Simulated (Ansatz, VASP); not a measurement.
# Ta in VASP and in Ansatz

The input INCAR:

```
SYSTEM = Ta
PREC = Accurate
ENCUT = 600
EDIFF = 1E-7
ISMEAR = 0
SIGMA = 0.1
LREAL = .FALSE.
LASPH = .TRUE.
NELM = 80
ALGO = Normal
ISIF = 3
LWAVE = .FALSE.
LCHARG = .FALSE.
GGA = PS
IBRION = 2
NSW = 90
EDIFFG = -0.04
```

The input KPOINTS:

```
Automatic mesh
0
G
  6 6 6
  0 0 0
```

POSCAR

```
Ta
1.0
    2.6850816500      0.0000000000      0.0000000000
    0.0000000000      2.6850816500      0.0000000000
    0.0000000000      0.0000000000      2.6850816500
Ta
1
Direct
    0.0000000000      0.0000000000      0.0000000000
```

Input for Ansatz:

```yaml
crystal:
  lattice:
    - [2.68508165, 0.0, 0.0]
    - [0.0, 2.68508165, 0.0]
    - [0.0, 0.0, 2.68508165]
  atoms:
    - { symbol: Ta, position: [0.0, 0.0, 0.0] }
basis:
  ecutwfc: 420
kpoints:
  mp_grid: { grid: [6, 6, 6] }
hamiltonian:
  xc: pbesol
scf:
  occupations: { method: gaussian, width: 0.1 }
  lower_state_search: "off"
output:
  forces: true
  stress: true
  eigenvalues: true
relax:
  adjacent_minimum: "off"
  f_tol: 0.04
  max_steps: 70
  cell: { stress_tol: 0.4 }
```

Alike in both runs: task relaxation of cell and atoms; functional PBEsol; k mesh 6 × 6 × 6; occupations gaussian, width 0.1 eV; no spin polarisation.

```csv
,VASP,Ansatz
version,VASP 6.6.1,Ansatz 0.2.0
potentials or method,"VASP PAW PBE potentials, release 64 (Ta_pv)","scalar-relativistic, plane waves, PAW"
plane-wave cutoff (eV),600,420
valence electrons in the cell,11,13
```

```tsv
	VASP	Ansatz	Ansatz less VASP
gap on the k mesh at the Fermi level, each at its own relaxed structure (eV)	none	none	-
relaxed volume (Å³/atom)	20.15	20.11	-0.037
relaxed cell length with the largest relative difference (Å)	2.721	2.720	-0.0017
energy change over the relaxation (meV/atom)	-16	-15	+0.9
```

A gap of «none» marks a metal or a gap that the smearing closes. The two sets of potentials don't hold the same shells in valence.

Caveats: the k mesh is coarse (spacing up to 0.39 Å⁻¹), so the values aren't converged; the PAW data sets were made with another functional, which shifts forces and pressure a little (VASP). The runs have no spin-orbit coupling, so splittings on Ta are missing.
